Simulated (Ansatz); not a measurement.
**TiC3: properties of a relaxed candidate**

Aim: for this structure of TiC3, compute bands, density of states and charges.

Program: Ansatz 0.2.0. Level of theory: DFT PBE, scalar-relativistic, plane waves, PAW. These are calculated values, not measurements.

### Step 1. The starting structure

Symmetry: P-6m2, No. 187, hexagonal system. Conventional cell: a = 3.050 Å, b = 3.050 Å, c = 4.261 Å, α = 90.00°, β = 90.00°, γ = 120.00°. Ti (site symmetry -6m2) has 8 C at 2.13 to 2.23 Å as nearest neighbours. Around C (site symmetry -6m2) lie 6 C at 1.92 Å and 2 Ti at 2.13 Å. C (site symmetry 3m) is surrounded by 1 C at 1.52 Å.

As a file:

```
CELL_PARAMETERS angstrom
3.04977 0.00000 0.00000
-1.52488 2.64118 0.00000
0.00000 0.00000 4.26055
ATOMIC_POSITIONS crystal
Ti 0.66667 0.33333 0.00000
C 0.66667 0.33333 0.50000
C 0.33333 0.66667 0.32164
C 0.33333 0.66667 0.67836
```

It is the end of an earlier relaxation with the same method, from a database cell with other species swapped in; it needn't be the stable form of this composition. At a tolerance of 0.05 Å it has space group P-6m2 (No. 187); it has 8.58 Å³/atom, an uncorrected energy of +1.25 eV/atom over the elements.

### Step 2. Bands, states and charges

Input file input.yaml:

```yaml
crystal:
  lattice:
    - [3.0497668181, 0.0, 0.0]
    - [-1.524883409, 2.6411755401, 0.0]
    - [0.0, 0.0, 4.2605549305]
  atoms:
    - { symbol: Ti, position: [0.6666666667, 0.3333333333, 0.0] }
    - { symbol: C, position: [0.6666666667, 0.3333333333, 0.5] }
    - { symbol: C, position: [0.3333333333, 0.6666666667, 0.3216434543] }
    - { symbol: C, position: [0.3333333333, 0.6666666667, 0.6783565457] }
basis:
  ecutwfc: 420
kpoints:
  mp_grid: { grid: [18, 18, 12] }
  band_path:
    path:
      - [[0.0, 0.0, 0.0], [0.5, 0.0, 0.0], [0.33333333, 0.33333333, 0.0], [0.0, 0.0, 0.0], [0.0, 0.0, 0.5], [0.5, 0.0, 0.5], [0.33333333, 0.33333333, 0.5], [0.0, 0.0, 0.5]]
      - [[0.5, 0.0, 0.5], [0.5, 0.0, 0.0]]
      - [[0.33333333, 0.33333333, 0.5], [0.33333333, 0.33333333, 0.0]]
    npoints: 14
hamiltonian:
  xc: pbe
scf:
  occupations: { method: gaussian, width: 0.1 }
  n_extra_bands: 10
output:
  forces: true
  stress: true
  eigenvalues: true
  populations: true
  dos: { projected: true, de: 0.02, nscf_kmesh: { grid: [22, 22, 15] } }
  bader: true
  write_density: true
  write_potential: true
  elf: true
  volumetric_format: npy
```

The run is started by

```bash
$ ansatz run input.yaml --threads 1 --pin off --max-ram 2560MiB --backend cpu --events-out ev --progress --plain --runs-dir out
```

The program printed:

```text
Warning: RAYON_NUM_THREADS=1 ignored (pool sized by the plan → 1); use --threads N
scf.n_extra_bands = 10 over 12 filled bands (N_el = 24.0): the run solves 22 bands
Engine: ansatz 0.2.0, x86_64-unknown-linux-gnu
Pseudopotentials: kind: paw
Pseudopotential: Ti, paw, valence charge 12, recommended cutoff 420 eV (normal), Ti.paw.azcp
Pseudopotential: C, paw, valence charge 4, recommended cutoff 420 eV (normal), C.paw.azcp
Functional definition: PBE
  parameter kappa = 0.804
  parameter beta = 0.06672455060314922
  exchange = pbe_x(kappa = kappa, mu = beta*pi^2/3)
  correlation = pbe_c(beta = beta)
Crystal: 4 atoms, lattice volume = 34.319 Å³
Basis set: ecut = 420 eV, 687 PW (Γ), exchange–correlation on 48×48×60 points (8 copies of the dense FFT grid, shifted against one another)
Bands: 22, of which v1, the nominal top of the filled ones, is band 12 counted from 1 (11 counted from 0)
Symmetry: 12 space group operations
Space group: P-6m2 (ITA 187), of the structure as read, at distance tolerance 3.2e-5 Å
k-points: 259 of 3888 (time reversal used)
Non-local potential: Ti, projectors of the file, l = 0: 3, l = 1: 2, l = 2: 3, l = 3: 1
Non-local potential: C, projectors of the file, l = 0: 2, l = 1: 2, l = 2: 1
PAW form: soft (Blöchl's): semilocal exchange-correlation on the pseudo side does not see the compensation charge
PAW one-centre angular grid: Ti, 590 points (default); XC on 64 Gauss nodes
PAW one-centre angular grid: C, 110 points (default); XC on 64 Gauss nodes
Initial density: superposition of atomic densities (neutral atoms: chi_scale 0, normalization atom), corrected by the library's trained network
Initial wavefunctions: pseudopotential atomic-orbital guess
Functional: x = pbe(κ = 0.804, μ = 0.2195149727645171), c = pbe(β = 0.06672455060314922)
SCF iter   1: F=—  HF=-3247.530609 eV  |F-HF|=—  |Δ(HF+E_count)|=         —  Δρ=1.79e-2  dr2=2.11e-1  ethr=1.77e-3  ⟨swp⟩=5.0  Hψ=22897  notcnv=0  defer=174
preconditioner: auto → none  [metal: Δε(μ)=0.022 eV  Ē_g=12.181 eV  σ=0.100 eV  W_gap=0.12  n_scr=8 (ndim 8)  ℏωp=25.4 eV  f_vac=0.000  D(μ)=1.32/eV (n_scr^D=8)  sad-step TF]
SCF iter   2: F=—  HF=-3247.520403 eV  |F-HF|=—  |Δ(HF+E_count)|=   1.02e-2  Δρ=1.44e-2  dr2=1.48e-1  ethr=8.79e-4  ⟨swp⟩=1.0  Hψ=7770  notcnv=0  defer=301
SCF iter   3: F=—  HF=-3247.500619 eV  |F-HF|=—  |Δ(HF+E_count)|=   1.98e-2  Δρ=2.21e-3  dr2=1.92e-3  ethr=6.15e-4  ⟨swp⟩=2.0  Hψ=6939  notcnv=0  defer=301
SCF iter   4: F=—  HF=-3247.500318 eV  |F-HF|=—  |Δ(HF+E_count)|=   3.01e-4  Δρ=6.55e-4  dr2=3.25e-4  ethr=7.98e-6  ⟨swp⟩=2.4  Hψ=7319  notcnv=0  defer=301
SCF iter   5: F=—  HF=-3247.500282 eV  |F-HF|=—  |Δ(HF+E_count)|=   3.59e-5  Δρ=1.93e-4  dr2=2.29e-5  ethr=1.35e-6  ⟨swp⟩=2.4  Hψ=6820  notcnv=0  defer=301
SCF iter   6: F=—  HF=-3247.500226 eV  |F-HF|=—  |Δ(HF+E_count)|=   5.65e-5  Δρ=2.73e-5  dr2=1.51e-7  ethr=9.53e-8  ⟨swp⟩=2.3  Hψ=7108  notcnv=0  defer=302
SCF iter   7: F=-3247.500226 eV  HF=-3247.500226 eV  |F-HF|=4.87e-10  |Δ(HF+E_count)|=   6.08e-8  Δρ=3.87e-6  dr2=1.92e-9  ethr=4.17e-10  ⟨swp⟩=11.7  Hψ=33027  notcnv=0
SCF 1 converged in 7 iterations: F = -3247.500226 eV  dr2 = 1.92e-9
NSCF: frozen V_eff on 129 k-points
NSCF: frozen V_eff on 416 k-points
SCF converged after 7 iterations
Free energy (F): -3247.500226 eV
Harris-Foulkes:  -3247.500226 eV  (|F-HF|=4.87e-10)
Internal energy: -3247.493885 eV  (E = F + TS)
E sigma→0 (E₀):  -3247.497056 eV
Entropy (-TS):   -0.006341 eV (-1.585 meV/atom)
Fermi energy:    13.612261 eV
--- Per-component energies (eV) ---
  E_band       = -95.761842
  E_kinetic    = 532.570908
  E_local      = -1006.539707  (includes V_loc(G=0)·N_el)
  E_nonlocal   = 88.234851
  E_hartree    = 389.056556
  E_xc         = -241.800511
  E_vxc        = -301.042526  (∫ρ·V_xc dr)
  E_paw        = -1342.325857  (= ΣΔE_a)
  E_vpaw       = -187.099087  (= ΣTr[D̂ρ^β])
  E_aug_tail   = 0.000104  (compensation charges beyond the density's cutoff)
  E_ewald      = -1666.690230
  E_smearing   = -0.006341  (= −TS)
  E_closure    = 0.000000  (closes the sum)
  Σ components = -3247.500226   (vs F -3247.500226, Δ=0.00e0)
--- Forces (eV/Å), atoms counted from 1 ---
  atom   1  Ti    -0.00000000     0.00000000     0.00000000
  atom   2  C      0.00000000    -0.00000000     0.00000000
  atom   3  C     -0.00000000     0.00000000     0.00692660
  atom   4  C     -0.00000000     0.00000000    -0.00692660
  max |Σ_I F_I| component: 3.33e-16 eV/Å
--- Stress (GPa, compression-positive) ---
       -0.002323       0.000000       0.000000
        0.000000      -0.002323       0.000000
        0.000000       0.000000       0.002334
  P = ⅓ Tr σ = -0.0008 GPa (-0.008 kbar)
--- Band table (eV; the first three rows and the last of 259) ---
  k-point 0: bands = ["-42.9626", "-19.3941", "-19.0813", "-19.0813", "-5.2257", "4.3253", "6.1762", "8.6506", "8.6506", "9.3687", "13.5900", "13.5900", "13.7987", "13.7987", "15.3968", "16.5274", "17.4246", "17.4246", "18.1943", "18.1943", "22.3281", "26.2348"]
  k-point 1: bands = ["-42.9625", "-19.3961", "-19.0812", "-19.0812", "-5.1951", "4.0216", "6.5131", "8.6402", "8.6402", "9.4053", "13.2885", "13.2885", "14.2040", "14.2040", "14.8333", "17.0591", "17.1685", "17.1685", "18.3834", "18.3834", "22.3558", "25.6055"]
  k-point 2: bands = ["-42.9625", "-19.4013", "-19.0809", "-19.0809", "-5.1095", "3.4363", "7.2021", "8.6115", "8.6115", "9.5102", "13.0148", "13.0148", "13.9405", "14.7779", "14.7779", "16.7111", "16.7111", "17.8433", "18.6391", "18.6391", "22.4072", "24.8682"]
  k-point 258: bands = ["-42.9049", "-19.3632", "-19.3250", "-19.3209", "-1.9102", "1.1315", "4.3188", "5.0991", "7.3471", "9.8142", "11.3212", "15.4015", "15.6161", "16.0111", "16.4168", "16.8292", "16.8901", "19.0178", "21.9447", "22.1533", "22.1983", "23.9179"]
--- Löwdin populations: 4 sites ---
  site symbol       q [e]
     0     Ti     11.3280
     1      C      4.0370
     2      C      4.2574
     3      C      4.2574
  spilling = 0.005010 (of n_electrons = 24.000000)
--- Bader charges: 4 sites ---
  site symbol  charge [e]  shift [e]
     0     Ti      1.5024     0.0009
     1      C     -0.2171     0.0003
     2      C     -0.6427     0.0003
     3      C     -0.6427     0.0003
  estimated error of the sums over rays = 6.4e-4 e
```

Wall time 71 s (1 thread of Intel Xeon at 2.70GHz, shared host); peak memory 0.5 GiB.

Site by site:

```csv
atom,Löwdin electrons,Bader charge (e),Bader volume (Å³)
Ti1,11.33,+1.50,8.9
C2,4.04,-0.22,7.5
C3,4.26,-0.64,9.0
C4,4.26,-0.64,9.0
```

bands.tsv at the labelled points (eV, zero at the Fermi level; the bands nearest the Fermi level):

```tsv
point	band 9	band 10	band 11	band 12	band 13	band 14	band 15	band 16
Γ	-4.96	-4.24	-0.02	-0.02	0.19	0.19	1.78	2.92
M	-5.91	-4.75	-2.82	-1.33	1.77	2.97	3.18	3.49
K	-5.69	-4.34	-3.27	0.42	1.43	2.93	4.34	4.40
Γ	-4.96	-4.24	-0.02	-0.02	0.19	0.19	1.78	2.92
A	-3.77	-3.60	-2.59	-0.87	-0.87	1.86	1.86	3.25
L	-6.11	-4.00	-1.70	-1.16	0.73	2.78	3.42	3.66
H	-6.26	-3.80	-2.29	1.79	2.00	2.40	2.81	3.22
A	-3.77	-3.60	-2.59	-0.87	-0.87	1.86	1.86	3.25
L	-6.11	-4.00	-1.70	-1.16	0.73	2.78	3.42	3.66
M	-5.91	-4.75	-2.82	-1.33	1.77	2.97	3.18	3.49
H	-6.26	-3.80	-2.29	1.79	2.00	2.40	2.81	3.22
K	-5.69	-4.34	-3.27	0.42	1.43	2.93	4.34	4.40
```

Counts of states by energy window (eV from the Fermi level), total and by projection:

```csv
from,to,total,Ti 3d,C 2s,C 2p
-8,-7,0.86,0.07,0.12,0.65
-7,-6,1.04,0.08,0.05,0.85
-6,-5,1.67,0.27,0.11,1.20
-5,-4,1.30,0.28,0.09,0.89
-4,-3,0.83,0.21,0.08,0.52
-3,-2,1.18,0.43,0.13,0.57
-2,-1,1.37,0.63,0.14,0.54
-1,0,1.66,0.67,0.22,0.73
0,1,1.35,0.52,0.19,0.58
1,2,1.10,0.53,0.13,0.39
2,3,2.47,1.52,0.16,0.74
3,4,2.91,1.61,0.29,0.92
4,5,3.17,1.39,0.37,1.31
5,6,2.16,0.68,0.16,1.25
```

Below -8 eV lie 14 or so more states.

Density in a lattice plane of the grid's cell (edges 3.05 and 4.26 Å, at 0.333 of the third edge), which holds Ti and C.

Ten even steps from ' ' (0.18 e/Å³) to '@' (10.00 e/Å³):
```
                ..==**%%@@%%**==..  
                ..::==++**++==::..  
                    ..::::::..      
                                    
                                    
                                    
                                    
                    ..........      
                    ..........      
                    ..........      
                    ..........      
                    ..........      
                                    
                                    
                                    
                                    
                    ..::::::..      
                ..::==++**++==::..  
                ..==**%%@@%%**==..  
                ::++##@@@@@@##++::  
```
Columns run along the first of these edges and rows up along the second, over one cell in 18 and 20 even steps from the bottom left corner. Atoms in the plane (fractional): Ti at (0.67, 0.00), C at (0.67, 0.50).

ELF in the same plane.

Ten even steps from ' ' (0.02) to '@' (0.85):
```
....::::::....--++##++--::--++##**--
..::--==--::..::==**##**********==..
::==++**++==::..::--++******++--::..
==**######**==::....::::--::::....::
++####%%##**++--::::::------::::::--
++**######**++==++++**######**++====
==++++++++++++++**%%@@@@@@@@@@%%**++
==--==========++##%%@@@@@@@@@@%%##++
--::::::::::--++####**======**####++
--::::::::::--++****==..  ..==****++
--::::::::::--++####**======**####++
==--==========++##%%@@@@@@@@@@%%##++
==++++++++++++++**%%@@@@@@@@@@%%**++
++**######**++==++++**######**++====
++####%%##**++--::::::------::::::--
==**######**==::....::::--::::....::
::==++**++==::..::--++******++--::..
..::--==--::..::==**##**********==..
....::::::....--++##++--::--++##**--
......::......--**##==..  ..==****--
```
Columns run along the first of these edges and rows up along the second, over one cell in 18 and 20 even steps from the bottom left corner. Atoms in the plane (fractional): Ti at (0.67, 0.00), C at (0.67, 0.50).

Both are smooth fields of the valence electrons: close to the nuclei they are not physical.

Outside the cores ELF peaks at 0.90 on the C–C line, 0.8 Å from C; 0.87 in the shell around C, 0.6 Å from C; 0.85 beside C, off the lines to its neighbours, 0.7 Å from C.

### Step 3. Changed: hubbard.sites [{species: Ti, l: d, u_eff: 4.0}], hubbard.double_counting fll, occupations.method methfessel_paxton, occupations.width 0.025

Input file input.yaml:

```yaml
crystal:
  lattice:
    - [3.0497668181, 0.0, 0.0]
    - [-1.524883409, 2.6411755401, 0.0]
    - [0.0, 0.0, 4.2605549305]
  atoms:
    - { symbol: Ti, position: [0.6666666667, 0.3333333333, 0.0] }
    - { symbol: C, position: [0.6666666667, 0.3333333333, 0.5] }
    - { symbol: C, position: [0.3333333333, 0.6666666667, 0.3216434543] }
    - { symbol: C, position: [0.3333333333, 0.6666666667, 0.6783565457] }
basis:
  ecutwfc: 420
kpoints:
  mp_grid: { grid: [18, 18, 12] }
hamiltonian:
  xc: pbe
  hubbard: { sites: [{ species: Ti, l: d, u_eff: 4.0 }], double_counting: fll }
scf:
  occupations: { method: methfessel_paxton, width: 0.025 }
output:
  forces: true
  eigenvalues: true
  stress: true
```

The run is started by

```bash
$ ansatz run input.yaml --threads 1 --pin off --max-ram 2560MiB --backend cpu --events-out ev --progress --plain --runs-dir out
```

The program printed:

```text
Warning: RAYON_NUM_THREADS=1 ignored (pool sized by the plan → 1); use --threads N
Ti: projections on atomic orbitals take those of the free atom [Ne] 3s2 3p6 3d2 4s2, of charge +0.00 (hamiltonian.pseudopotentials.projection_atoms); the dataset's partial waves leave at most 4.1e-7 of an orbital's norm unspanned inside its sphere
C: projections on atomic orbitals take those of the free atom [He] 2s2 2p2, of charge +0.00 (hamiltonian.pseudopotentials.projection_atoms); the dataset's partial waves leave at most 3.7e-9 of an orbital's norm unspanned inside its sphere
Engine: ansatz 0.2.0, x86_64-unknown-linux-gnu
Pseudopotentials: kind: paw
Pseudopotential: Ti, paw, valence charge 12, recommended cutoff 420 eV (normal), Ti.paw.azcp
Pseudopotential: C, paw, valence charge 4, recommended cutoff 420 eV (normal), C.paw.azcp
Functional definition: PBE
  parameter kappa = 0.804
  parameter beta = 0.06672455060314922
  exchange = pbe_x(kappa = kappa, mu = beta*pi^2/3)
  correlation = pbe_c(beta = beta)
Crystal: 4 atoms, lattice volume = 34.319 Å³
Basis set: ecut = 420 eV, 687 PW (Γ), exchange–correlation on 48×48×60 points (8 copies of the dense FFT grid, shifted against one another)
Bands: 16, of which v1, the nominal top of the filled ones, is band 12 counted from 1 (11 counted from 0)
Symmetry: 12 space group operations
Space group: P-6m2 (ITA 187), of the structure as read, at distance tolerance 3.2e-5 Å
k-points: 259 of 3888 (time reversal used)
Non-local potential: Ti, projectors of the file, l = 0: 3, l = 1: 2, l = 2: 3, l = 3: 1
Non-local potential: C, projectors of the file, l = 0: 2, l = 1: 2, l = 2: 1
PAW form: soft (Blöchl's): semilocal exchange-correlation on the pseudo side does not see the compensation charge
PAW one-centre angular grid: Ti, 590 points (default); XC on 64 Gauss nodes
PAW one-centre angular grid: C, 110 points (default); XC on 64 Gauss nodes
Initial density: superposition of atomic densities (chi_scale 0.1, normalization cell, long waves of neutral atoms under a Hubbard term (reshape's long-wave potential 0.02 eV rms, cloud 2.36 Å wide))
Initial wavefunctions: pseudopotential atomic-orbital guess
Functional: x = pbe(κ = 0.804, μ = 0.2195149727645171), c = pbe(β = 0.06672455060314922)
SCF iter   1: F=—  HF=-3244.481170 eV  |F-HF|=—  |Δ(HF+E_count)|=         —  Δρ=9.34e-2  dr2=5.22e0  ethr=3.10e-3  ⟨swp⟩=4.8  Hψ=17743  notcnv=0
preconditioner: auto → none  [metal: Δε(μ)=0.014 eV  Ē_g=9.376 eV  σ=0.025 eV  W_gap=0.44  n_scr=8 (ndim 8)  ℏωp=25.4 eV  f_vac=0.000  D(μ)=1.42/eV (n_scr^D=8)  sad-step TF]
SCF iter   2: F=—  HF=-3243.733510 eV  |F-HF|=—  |Δ(HF+E_count)|=   7.48e-1  S|Δr|=    0.00e0  Δρ=4.83e-2  dr2=1.19e0  ethr=3.10e-3  ⟨swp⟩=2.1  Hψ=8476  notcnv=0  defer=30
SCF iter   3: F=—  HF=-3243.421043 eV  |F-HF|=—  |Δ(HF+E_count)|=   3.12e-1  S|Δr|=    0.00e0  Δρ=2.14e-2  dr2=2.22e-1  ethr=3.10e-3  ⟨swp⟩=2.1  Hψ=7056  notcnv=0  defer=30
SCF iter   4: F=—  HF=-3243.380182 eV  |F-HF|=—  |Δ(HF+E_count)|=   4.09e-2  S|Δr|=    0.00e0  Δρ=6.85e-3  dr2=2.49e-2  ethr=9.27e-4  ⟨swp⟩=2.4  Hψ=7803  notcnv=0  defer=35
SCF iter   5: F=—  HF=-3243.385300 eV  |F-HF|=—  |Δ(HF+E_count)|=   5.12e-3  S|Δr|=    0.00e0  Δρ=8.01e-3  dr2=3.74e-2  ethr=1.04e-4  ⟨swp⟩=3.0  Hψ=7312  notcnv=0  defer=35
SCF iter   6: F=—  HF=-3243.379836 eV  |F-HF|=—  |Δ(HF+E_count)|=   5.46e-3  S|Δr|=    0.00e0  Δρ=2.00e-3  dr2=2.05e-3  ethr=1.04e-4  ⟨swp⟩=2.3  Hψ=6065  notcnv=0  defer=35
SCF iter   7: F=—  HF=-3243.379574 eV  |F-HF|=—  |Δ(HF+E_count)|=   2.62e-4  S|Δr|=    0.00e0  Δρ=5.68e-4  dr2=1.94e-4  ethr=8.55e-6  ⟨swp⟩=2.1  Hψ=5014  notcnv=0  defer=35
SCF iter   8: F=—  HF=-3243.379554 eV  |F-HF|=—  |Δ(HF+E_count)|=   2.01e-5  S|Δr|=    0.00e0  Δρ=1.03e-4  dr2=4.67e-6  ethr=8.07e-7  ⟨swp⟩=2.2  Hψ=5180  notcnv=0  defer=35
SCF iter   9: F=—  HF=-3243.379554 eV  |F-HF|=—  |Δ(HF+E_count)|=   1.97e-7  S|Δr|=    0.00e0  Δρ=2.72e-5  dr2=4.49e-7  ethr=1.95e-8  ⟨swp⟩=2.1  Hψ=5938  notcnv=0  defer=34
SCF iter  10: F=-3243.379554 eV  HF=-3243.379554 eV  |F-HF|=1.61e-9  |Δ(HF+E_count)|=   1.97e-8  S|Δr|=    0.00e0  Δρ=3.92e-6  dr2=5.01e-9  ethr=4.17e-10  ⟨swp⟩=6.0  Hψ=17011  notcnv=0
the search or the solves at the SCF's close seem to have found levels that the self-consistency loop had missed (the run counts 1). By its estimate they hold under 1e-12 electrons; where the run keeps them, the occupations were computed again with them
SCF 1 converged in 10 iterations: F = -3243.379554 eV  dr2 = 5.01e-9
SCF converged after 10 iterations
Stability not checked: this state was not tested for a lower state beside it, because cold or Methfessel-Paxton smearing, or corrected tetrahedra, fill the levels in a way that the test cannot read (fill_not_monotonic; see scf.lower_state_search)
Free energy (F): -3243.379554 eV
Harris-Foulkes:  -3243.379554 eV  (|F-HF|=1.61e-9)
Internal energy: -3243.379631 eV  (E = F + TS)
E sigma→0 (E₀):  -3243.379573 eV
Entropy (-TS):   0.000077 eV (0.019 meV/atom)
Fermi energy:    13.906455 eV
--- Per-component energies (eV) ---
  E_band       = -97.022345
  E_kinetic    = 532.705946
  E_local      = -1002.028340  (includes V_loc(G=0)·N_el)
  E_nonlocal   = 87.353585
  E_hartree    = 384.979931
  E_xc         = -242.167307
  E_vxc        = -301.502404  (∫ρ·V_xc dr)
  E_hubbard    = 4.061677  (on-site DFT+U / exact-exchange correction)
  E_vhub       = 2.440608  (the Hubbard potential's part of the band-sum identity)
  E_paw        = -1341.594997  (= ΣΔE_a)
  E_vpaw       = -185.952619  (= ΣTr[D̂ρ^β])
  E_aug_tail   = 0.000104  (compensation charges beyond the density's cutoff)
  E_ewald      = -1666.690230
  E_smearing   = 0.000077  (= −TS)
  E_closure    = 0.000000  (closes the sum)
  Σ components = -3243.379554   (vs F -3243.379554, Δ=0.00e0)
--- Forces (eV/Å), atoms counted from 1 ---
  atom   1  Ti    -0.00000000     0.00000000     0.00000000
  atom   2  C      0.00000000    -0.00000000     0.00000000
  atom   3  C     -0.00000000     0.00000000     0.00501574
  atom   4  C     -0.00000000     0.00000000    -0.00501574
  max |Σ_I F_I| component: 3.33e-16 eV/Å
--- Stress (GPa, compression-positive) ---
        4.335984       0.000000       0.000000
        0.000000       4.335984       0.000000
        0.000000       0.000000       3.161569
  P = ⅓ Tr σ = 3.9445 GPa (39.445 kbar)
--- Band table (eV; the first three rows and the last of 259) ---
  k-point 0: bands = ["-43.6192", "-19.9648", "-19.7288", "-19.7288", "-4.9950", "4.4365", "6.2425", "8.8960", "8.8960", "9.6795", "13.9534", "13.9534", "14.1097", "14.1097", "15.5565", "16.7160"]
  k-point 1: bands = ["-43.6191", "-19.9664", "-19.7288", "-19.7288", "-4.9653", "4.1193", "6.5964", "8.8865", "8.8865", "9.7127", "13.6437", "13.6437", "14.5192", "14.5192", "15.0104", "17.2298"]
  k-point 2: bands = ["-43.6187", "-19.9708", "-19.7285", "-19.7285", "-4.8821", "3.5180", "7.3121", "8.8604", "8.8604", "9.8072", "13.3766", "13.3766", "14.1321", "15.0738", "15.0738", "16.9887"]
  k-point 258: bands = ["-43.5643", "-19.9964", "-19.9611", "-19.8947", "-1.6175", "1.3224", "4.5787", "5.2704", "7.5292", "10.0968", "11.4940", "15.7587", "15.9335", "16.1801", "16.7261", "17.0528"]
Occupation matrices written to <dir>
```

It took 25 s on 1 thread of Intel Xeon at 2.70GHz, shared host; peak memory 0.53 GiB.

```csv
run,ending,energy change,pressure (GPa),gap (eV),force (eV/Å),cycles,time
step 2,converged,0,0.0,0.00,0.01,7,71 s
variant,converged,+1.03 eV/atom (σ→0) (U changed: no physical gain or loss),3.9,0.00,0.01,10,25 s
```

Changing the Hubbard U and smearing moves the energy by +1.03 eV/atom (σ→0 values), and the pressure goes from 0.0 to 3.9 GPa. The U term adds an energy of its own, so the shift says nothing about which run is better.

### Step 4. What came out

| quantity | value |
| --- | --- |
| gap | none (metal) |
| states at the Fermi level | 1.23 per eV per cell |
| Bader charges | Ti +1.50, C -0.64 to -0.22 e |

In words: Bands cross the Fermi level: a metal at this level of theory. Of the projected weight within 0.25 eV of the Fermi level, the largest part is C 2p (44 %) and Ti 3d (40 %). Charge transfer between the atoms is strong (Bader charges up to 1.5 e).
